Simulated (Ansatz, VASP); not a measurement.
# Ga13As13H30 (GaAs wire along [111], 26 atoms a period, H-terminated) in two plane-wave programs

Aim: how closely do two programs agree when they are given the same cell, functional and k mesh? The structure shown is the start of the Ansatz relaxation below; VASP solves that cell, so the two are compared at the walk's first step.

Main program and level: Ansatz 0.2.0; plane waves, with VASP 6.6.1 beside it; single point at PBE.

## Step 1: Starting point

The cell holds 56 atoms: 13 Ga, 13 As and 30 H. Cell: a = 17.512 Å, b = 16.793 Å, c = 9.959 Å, α = 90.0°, β = 90.0°, γ = 90.0°. Vacuum lies along a and b. The structure's axis is c.

## Step 2: Ansatz: relaxation, PBE

Ansatz runs on its PAW soft_1 files.

The two programs are compared at the cell with which this relaxation starts, whose forces are those of its first step.

input.yaml

```yaml
crystal:
  lattice:
    - [17.512, 0.0, 0.0]
    - [0.0, 16.793, 0.0]
    - [0.0, 0.0, 9.9592921435]
  atoms:
    - { symbol: Ga, position: [0.267820043, 0.500850342, 0.0] }
    - { symbol: Ga, position: [0.383907983, 0.710529464, 0.0] }
    - { symbol: Ga, position: [0.499995922, 0.500850342, 0.0] }
    - { symbol: Ga, position: [0.616083862, 0.710529464, 0.0] }
    - { symbol: As, position: [0.267820043, 0.500850342, 0.25] }
    - { symbol: As, position: [0.383907983, 0.291171219, 0.25] }
    - { symbol: As, position: [0.383907983, 0.710529464, 0.25] }
    - { symbol: As, position: [0.499995922, 0.500850342, 0.25] }
    - { symbol: As, position: [0.616083862, 0.291171219, 0.25] }
    - { symbol: As, position: [0.616083862, 0.710529464, 0.25] }
    - { symbol: As, position: [0.732171801, 0.500850342, 0.25] }
    - { symbol: H, position: [0.19555133, 0.457339533, 0.30187785] }
    - { symbol: H, position: [0.267820043, 0.587871959, 0.30187785] }
    - { symbol: H, position: [0.31163927, 0.247660411, 0.30187785] }
    - { symbol: H, position: [0.31163927, 0.667018656, 0.30187785] }
    - { symbol: H, position: [0.383907983, 0.797551081, 0.30187785] }
    - { symbol: H, position: [0.456176696, 0.247660411, 0.30187785] }
    - { symbol: H, position: [0.543815149, 0.247660411, 0.30187785] }
    - { symbol: H, position: [0.616083862, 0.797551081, 0.30187785] }
    - { symbol: H, position: [0.688352575, 0.247660411, 0.30187785] }
    - { symbol: H, position: [0.688352575, 0.667018656, 0.30187785] }
    - { symbol: H, position: [0.732171801, 0.587871959, 0.30187785] }
    - { symbol: H, position: [0.804440514, 0.457339533, 0.30187785] }
    - { symbol: Ga, position: [0.383907983, 0.430957301, 0.333333333] }
    - { symbol: Ga, position: [0.499995922, 0.640636424, 0.333333333] }
    - { symbol: Ga, position: [0.616083862, 0.430957301, 0.333333333] }
    - { symbol: As, position: [0.383907983, 0.430957301, 0.583333333] }
    - { symbol: As, position: [0.499995922, 0.640636424, 0.583333333] }
    - { symbol: As, position: [0.616083862, 0.430957301, 0.583333333] }
    - { symbol: H, position: [0.310240521, 0.615096336, 0.613784729] }
    - { symbol: H, position: [0.499995922, 0.272358354, 0.613784729] }
    - { symbol: H, position: [0.689751324, 0.615096336, 0.613784729] }
    - { symbol: H, position: [0.31163927, 0.387446493, 0.635211184] }
    - { symbol: H, position: [0.499995922, 0.727658041, 0.635211184] }
    - { symbol: H, position: [0.688352575, 0.387446493, 0.635211184] }
    - { symbol: Ga, position: [0.383907983, 0.570743383, 0.666666667] }
    - { symbol: Ga, position: [0.499995922, 0.36106426, 0.666666667] }
    - { symbol: Ga, position: [0.616083862, 0.570743383, 0.666666667] }
    - { symbol: As, position: [0.383907983, 0.570743383, 0.916666667] }
    - { symbol: As, position: [0.499995922, 0.36106426, 0.916666667] }
    - { symbol: As, position: [0.616083862, 0.570743383, 0.916666667] }
    - { symbol: H, position: [0.194152581, 0.545203295, 0.947118062] }
    - { symbol: H, position: [0.267820043, 0.412144435, 0.947118062] }
    - { symbol: H, position: [0.310240521, 0.335524172, 0.947118062] }
    - { symbol: H, position: [0.310240521, 0.754882418, 0.947118062] }
    - { symbol: H, position: [0.383907983, 0.202465313, 0.947118062] }
    - { symbol: H, position: [0.457575445, 0.754882418, 0.947118062] }
    - { symbol: H, position: [0.542416399, 0.754882418, 0.947118062] }
    - { symbol: H, position: [0.616083862, 0.202465313, 0.947118062] }
    - { symbol: H, position: [0.689751324, 0.335524172, 0.947118062] }
    - { symbol: H, position: [0.689751324, 0.754882418, 0.947118062] }
    - { symbol: H, position: [0.732171801, 0.412144435, 0.947118062] }
    - { symbol: H, position: [0.805839263, 0.545203295, 0.947118062] }
    - { symbol: Ga, position: [0.383907983, 0.291171219, 0.0] }
    - { symbol: Ga, position: [0.616083862, 0.291171219, 0.0] }
    - { symbol: Ga, position: [0.732171801, 0.500850342, 0.0] }
kpoints:
  mp_grid: { grid: [1, 1, 9] }
scf:
  occupations: { method: fermi_dirac, width: 0.05 }
hamiltonian:
  xc: pbe
  pseudopotentials: { kind: paw, azcp: { folder: soft_1 } }
relax:
  cell: { fix: [a, b, alpha, beta, gamma] }
  max_steps: 45
  f_tol: 0.03
```

Command:

```sh
$ ansatz run input.yaml --threads 4 --pin off --max-ram 16384MiB --backend cpu --events-out ev --progress --plain --runs-dir out
```

Numbers of over 12 decimals in the logs are rounded to 6 here.

What it wrote:

```text
Engine: ansatz 0.2.0, x86_64-unknown-linux-gnu
Pseudopotentials: kind: paw
Pseudopotential: Ga, paw, valence charge 13, recommended cutoff 420 eV (normal), soft_1/Ga.paw.azcp
Pseudopotential: As, paw, valence charge 15, recommended cutoff 420 eV (normal), soft_1/As.paw.azcp
Pseudopotential: H, paw, valence charge 1, recommended cutoff 420 eV (normal), soft_1/H.paw.azcp
Functional definition: PBE
  parameter kappa = 0.804
  parameter beta = 0.066725
  exchange = pbe_x(kappa = kappa, mu = beta*pi^2/3)
  correlation = pbe_c(beta = beta)
Crystal: 56 atoms, lattice volume = 2928.819 Å³
Basis set: ecut = 420 eV, 57287 PW (Γ), exchange–correlation on 240×240×144 points (8 copies of the dense FFT grid, shifted against one another)
Bands: 253, of which v1, the nominal top of the filled ones, is band 197 counted from 1 (196 counted from 0)
Symmetry: 2 space group operations
Space group: Pm (ITA 6), of the structure as read, at distance tolerance 1.4e-4 Å
k-points: 5 of 9 (time reversal used)
Non-local potential: Ga, projectors of the file, l = 0: 2, l = 1: 2, l = 2: 3, l = 3: 1
Non-local potential: As, projectors of the file, l = 0: 2, l = 1: 2, l = 2: 3, l = 3: 1
Non-local potential: H, projectors of the file, l = 0: 2, l = 1: 1
PAW form: soft (Blöchl's): semilocal exchange-correlation on the pseudo side does not see the compensation charge
PAW one-centre angular grid: Ga, 590 points (default); XC on 64 Gauss nodes
PAW one-centre angular grid: As, 590 points (default); XC on 64 Gauss nodes
PAW one-centre angular grid: H, 110 points (default); XC on 64 Gauss nodes
Initial density: superposition of atomic densities (neutral atoms: chi_scale 0, normalization atom)
Initial wavefunctions: pseudopotential atomic-orbital guess
Functional: x = pbe(κ = 0.804, μ = 0.219515), c = pbe(β = 0.066725)
SCF iter   1: F=—  HF=-112790.693456 eV  |F-HF|=—  |Δ(HF+E_count)|=         —  Δρ=3.22e-2  dr2=3.23e1  ethr=3.10e-3  ⟨swp⟩=6.0  Hψ=5178  notcnv=0  defer=123
preconditioner: auto → Resta (q_TF=auto, 1.953 Å⁻¹)  ε∞=1.6  [insulator: Δε(μ)=2.557 eV  Ē_g=13.841 eV  σ=0.050 eV  W_gap=1.00  n_scr=370 (ndim 8)  ℏωp=11.1 eV  f_vac=0.637  D(μ)=0.00/eV (n_scr^D=0)  ε∞_Penn≈1.6  vacuum switching on, ρ_ref=1.4e-2 e/Å³]
SCF iter   2: F=—  HF=-112781.832408 eV  |F-HF|=—  |Δ(HF+E_count)|=    8.86e0  Δρ=1.38e-2  dr2=5.39e0  ethr=3.10e-3  ⟨swp⟩=3.0  Hψ=1796  notcnv=0  defer=237
SCF iter   3: F=—  HF=-112780.816636 eV  |F-HF|=—  |Δ(HF+E_count)|=    1.02e0  Δρ=4.08e-3  dr2=1.24e0  ethr=1.37e-3  ⟨swp⟩=3.0  Hψ=2207  notcnv=0  defer=234
SCF iter   4: F=—  HF=-112780.508535 eV  |F-HF|=—  |Δ(HF+E_count)|=   3.08e-1  Δρ=1.42e-3  dr2=7.09e-2  ethr=3.16e-4  ⟨swp⟩=4.2  Hψ=1821  notcnv=0  defer=234
SCF iter   5: F=—  HF=-112780.509103 eV  |F-HF|=—  |Δ(HF+E_count)|=   5.69e-4  Δρ=5.23e-4  dr2=8.61e-3  ethr=1.80e-5  ⟨swp⟩=3.0  Hψ=2335  notcnv=0  defer=240
SCF iter   6: F=—  HF=-112780.509757 eV  |F-HF|=—  |Δ(HF+E_count)|=   6.54e-4  Δρ=1.88e-4  dr2=1.06e-3  ethr=2.19e-6  ⟨swp⟩=2.0  Hψ=1860  notcnv=0  defer=240
SCF iter   7: F=—  HF=-112780.510288 eV  |F-HF|=—  |Δ(HF+E_count)|=   5.31e-4  Δρ=6.20e-5  dr2=2.00e-4  ethr=2.69e-7  ⟨swp⟩=2.0  Hψ=1685  notcnv=0  defer=240
SCF iter   8: F=—  HF=-112780.510351 eV  |F-HF|=—  |Δ(HF+E_count)|=   6.29e-5  Δρ=1.90e-5  dr2=1.34e-5  ethr=5.07e-8  ⟨swp⟩=2.0  Hψ=1860  notcnv=0  defer=240
SCF iter   9: F=—  HF=-112780.510226 eV  |F-HF|=—  |Δ(HF+E_count)|=   1.25e-4  Δρ=9.80e-6  dr2=2.72e-6  ethr=3.40e-9  ⟨swp⟩=2.0  Hψ=1610  notcnv=0  defer=240
SCF iter  10: F=—  HF=-112780.510229 eV  |F-HF|=—  |Δ(HF+E_count)|=   2.35e-6  Δρ=2.80e-6  dr2=4.75e-7  ethr=6.89e-10  ⟨swp⟩=2.0  Hψ=1685  notcnv=0  defer=240
SCF iter  11: F=-112780.510229 eV  HF=-112780.510229 eV  |F-HF|=1.19e-8  |Δ(HF+E_count)|=   2.83e-7  Δρ=8.81e-7  dr2=3.45e-8  ethr=2.54e-11  ⟨swp⟩=4.0  Hψ=4090  notcnv=0
SCF 1 converged in 11 iterations: F = -112780.510229 eV  dr2 = 3.45e-8
  greatest PAW one-centre occupation: 0.999 electrons in one spin orbital (limit 2), on the As atom at site 10 (counted from 0), in its partial waves of l = 2
relax step   1: F+E_penalty+E_count = -112780.51022912 eV  Δ(F+E_penalty+E_count) = +0.000e0 eV  max|allowed force component| = 1.186e0 eV/Å  Δτ_max = 0.0000 Å  P = -0.050 GPa  Ω = 2928.819 Å³  fix = [a, b, alpha, beta, gamma]  reactions: a -0.066, b -0.064 GPa; alpha -0.001 GPa/rad  (11 SCF iters, dr2 threshold 1.00e-7 eV, accepted)
Crystal: 56 atoms, lattice volume = 2929.546 Å³
Basis set: ecut = 420 eV, 57295 PW (Γ), exchange–correlation on 240×240×144 points (8 copies of the dense FFT grid, shifted against one another)
Initial density: handed on by an earlier stage of this run
Initial wavefunctions: those handed on with the density
iter 1 solved again at ethr=4.66e-4 eV; its pass at ethr=3.10e-3 eV (dr2=1.84e0 eV) is discarded
[...]
Harris-Foulkes:  -112784.348833 eV  (|F-HF|=3.20e-10)
Internal energy: -112784.348833 eV  (E = F + TS)
E sigma→0 (E₀):  -112784.348833 eV
Fermi energy:    -1.463016 eV
--- Per-component energies (eV) ---
  E_band       = -7940.183448
  E_kinetic    = 3095.450824
  E_local      = -208412.600010  (includes V_loc(G=0)·N_el)
  E_nonlocal   = -6301.138115
  E_hartree    = 106228.751362
  E_xc         = -1988.691435
  E_vxc        = -2007.295360  (∫ρ·V_xc dr)
  E_paw        = -52080.943119  (= ΣΔE_a)
  E_vpaw       = -6772.069375  (= ΣTr[D̂ρ^β])
  E_aug_tail   = -0.031007  (compensation charges beyond the density's cutoff)
  E_ewald      = 46674.852668
  E_smearing   = -0.000000  (= −TS)
  E_closure    = 0.000000  (closes the sum)
  Σ components = -112784.348833   (vs F -112784.348833, Δ=0.00e0)
--- Forces (eV/Å), atoms counted from 1 ---
  atom   1  Ga    -0.00066503    -0.00264937    -0.00117413
  atom   2  Ga     0.00234587     0.00223202    -0.00080910
  atom   3  Ga     0.00000000    -0.00022099    -0.00151208
  atom   4  Ga    -0.00234587     0.00223202    -0.00080910
  atom   5  As    -0.00288107     0.00087669     0.00118720
  atom   6  As     0.00022657    -0.00381740     0.00095506
  atom   7  As    -0.00274941     0.00261539     0.00059412
  atom   8  As     0.00000000    -0.00000864     0.00345945
  atom   9  As    -0.00022657    -0.00381740     0.00095506
  atom  10  As     0.00274941     0.00261539     0.00059412
  atom  11  As     0.00288107     0.00087669     0.00118720
  atom  12  H      0.00106565     0.00040585    -0.00009900
  atom  13  H     -0.00200269     0.00019650    -0.00195368
  atom  14  H      0.00110228     0.00057611    -0.00036479
  atom  15  H     -0.00032090     0.00134157    -0.00130015
  atom  16  H     -0.00011621    -0.00111142    -0.00046820
  atom  17  H     -0.00115376    -0.00138219    -0.00112298
  atom  18  H      0.00115376    -0.00138219    -0.00112298
  atom  19  H      0.00011621    -0.00111142    -0.00046820
  atom  20  H     -0.00110228     0.00057611    -0.00036479
  atom  21  H      0.00032090     0.00134157    -0.00130015
  atom  22  H      0.00200269     0.00019650    -0.00195368
  atom  23  H     -0.00106565     0.00040585    -0.00009900
  atom  24  Ga    -0.00246122    -0.00157629    -0.00134546
[...]
atom  49  H     -0.00076387    -0.00314028     0.00225147
  atom  50  H     -0.00088700     0.00174753     0.00061743
  atom  51  H      0.00317600     0.00096965     0.00219755
  atom  52  H     -0.00177126     0.00040186     0.00154760
  atom  53  H      0.00241232     0.00211635     0.00200513
  atom  54  Ga    -0.00280957     0.00047889    -0.00036449
  atom  55  Ga     0.00280957     0.00047889    -0.00036449
  atom  56  Ga     0.00066503    -0.00264937    -0.00117413
  max |Σ_I F_I| component: 1.25e-6 eV/Å
--- Stress (GPa, compression-positive) ---
        0.006117       0.000000       0.000000
        0.000000       0.006114      -0.000024
        0.000000      -0.000024      -0.002653
  P = ⅓ Tr σ = 0.0032 GPa (0.032 kbar)
--- Relaxed structure (9 steps of the walk, 8 accepted, 1 SCFs on fresh bases) ---
  F+E_penalty+E_count = -112784.34883289 eV   max|allowed force component| = 3.817e-3 eV/Å   (the final SCF, on the basis selected at the relaxed cell)
  cell:  # Å, volume = 2904.7371 Å³
    - [17.512, 0.0, 0.0]
    - [0.0, 16.793, 0]
    - [0.0, 0, 9.877403]
  atoms:
    - { symbol: Ga, position: [0.253262, 0.514750, -0.019725] }
    - { symbol: Ga, position: [0.365004, 0.716682, -0.019765] }
    - { symbol: Ga, position: [0.5, 0.500829, -0.00830063] }
    - { symbol: Ga, position: [0.634996, 0.716682, -0.019765] }
    - { symbol: As, position: [0.270194, 0.492949, 0.237398] }
    - { symbol: As, position: [0.378357, 0.297457, 0.237220] }
    - { symbol: As, position: [0.391765, 0.712481, 0.237288] }
    - { symbol: As, position: [0.5, 0.500923, 0.247597] }
    - { symbol: As, position: [0.621643, 0.297457, 0.237220] }
    - { symbol: As, position: [0.608235, 0.712481, 0.237288] }
    - { symbol: As, position: [0.729806, 0.492949, 0.237398] }
    - { symbol: H, position: [0.205595, 0.443876, 0.298110] }
    - { symbol: H, position: [0.255390, 0.567121, 0.321476] }
    - { symbol: H, position: [0.305310, 0.263601, 0.297877] }
    - { symbol: H, position: [0.322758, 0.688917, 0.321478] }
    - { symbol: H, position: [0.400322, 0.795409, 0.297715] }
    - { symbol: H, position: [0.432556, 0.246968, 0.321253] }
    - { symbol: H, position: [0.567444, 0.246968, 0.321253] }
    - { symbol: H, position: [0.599678, 0.795409, 0.297715] }
    - { symbol: H, position: [0.694690, 0.263601, 0.297877] }
    - { symbol: H, position: [0.677242, 0.688917, 0.321478] }
    - { symbol: H, position: [0.744610, 0.567121, 0.321476] }
    - { symbol: H, position: [0.794405, 0.443876, 0.298110] }
    - { symbol: Ga, position: [0.386157, 0.432424, 0.341165] }
    - { symbol: Ga, position: [0.5, 0.638040, 0.341131] }
    - { symbol: Ga, position: [0.613843, 0.432424, 0.341165] }
    - { symbol: As, position: [0.391653, 0.435597, 0.589998] }
    - { symbol: As, position: [0.5, 0.631327, 0.589993] }
    - { symbol: As, position: [0.608347, 0.435597, 0.589998] }
    - { symbol: H, position: [0.306643, 0.617196, 0.608107] }
    - { symbol: H, position: [0.5, 0.267978, 0.608092] }
    - { symbol: H, position: [0.693357, 0.617196, 0.608107] }
    - { symbol: H, position: [0.319241, 0.392010, 0.632271] }
    - { symbol: H, position: [0.5, 0.718483, 0.632436] }
    - { symbol: H, position: [0.680759, 0.392010, 0.632271] }
    - { symbol: Ga, position: [0.376753, 0.575058, 0.676388] }
    - { symbol: Ga, position: [0.5, 0.352397, 0.676305] }
    - { symbol: Ga, position: [0.623247, 0.575058, 0.676388] }
    - { symbol: As, position: [0.380855, 0.572521, 0.924952] }
    - { symbol: As, position: [0.5, 0.357336, 0.924898] }
    - { symbol: As, position: [0.619145, 0.572521, 0.924952] }
    - { symbol: H, position: [0.192967, 0.582966, 0.971058] }
    - { symbol: H, position: [0.242034, 0.427556, 0.930043] }
    - { symbol: H, position: [0.310266, 0.304120, 0.929464] }
    - { symbol: H, position: [0.278162, 0.736870, 0.971193] }
    - { symbol: H, position: [0.414880, 0.182365, 0.971556] }
    - { symbol: H, position: [0.431747, 0.770324, 0.929612] }
    - { symbol: H, position: [0.568253, 0.770324, 0.929612] }
    - { symbol: H, position: [0.585120, 0.182365, 0.971556] }
    - { symbol: H, position: [0.689734, 0.304120, 0.929464] }
    - { symbol: H, position: [0.721838, 0.736870, 0.971193] }
    - { symbol: H, position: [0.757966, 0.427556, 0.930043] }
    - { symbol: H, position: [0.807033, 0.582966, 0.971058] }
    - { symbol: Ga, position: [0.388275, 0.270935, -0.019739] }
    - { symbol: Ga, position: [0.611725, 0.270935, -0.019739] }
    - { symbol: Ga, position: [0.746738, 0.514750, -0.019725] }
```

[end of part 1 of 2]

[Lines on the potential files, build, host, timing and source positions are cut from VASP's logs without a mark.]

[Logs are printed without paths, hosts, clocks, repeated set-up lines and the standing remarks that a program may print on its own settings, such as how far it seeks lower states.]

[Hosts, paths, dates, database ids (printed as entryN), source tags and the programs' standing remarks are cut or masked in the printed files.]
